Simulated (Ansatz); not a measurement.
System: HgSe (zinc blende type), 2 atoms in the cell.

Theory: PBE, all-electron LAPW, scalar-relativistic with a first-order correction to Dirac's equation for the inner shells Hg 4p, Hg 4d, Se 3p and those below them, point nucleus (Ansatz 0.2.0 development build).

k-mesh 6×6×6 Γ-centred; Fermi–Dirac smearing of 0.02 eV; no spin polarisation; no spin–orbit coupling.

```
Hg Se
1.0
     0.00000    3.13500    3.13500
     3.13500    0.00000    3.13500
     3.13500    3.13500    0.00000
Hg Se
1 1
Cartesian
  0.0000 0.0000 0.0000
  1.5675 1.5675 1.5675
```

(1) Is the cell under compression or tension, and by how much?

## Answers

(1) The pressure is -0.14 GPa, so at these settings the cell is stretched and would shrink.

The k-mesh is modest, so these values aren't fully converged in k.
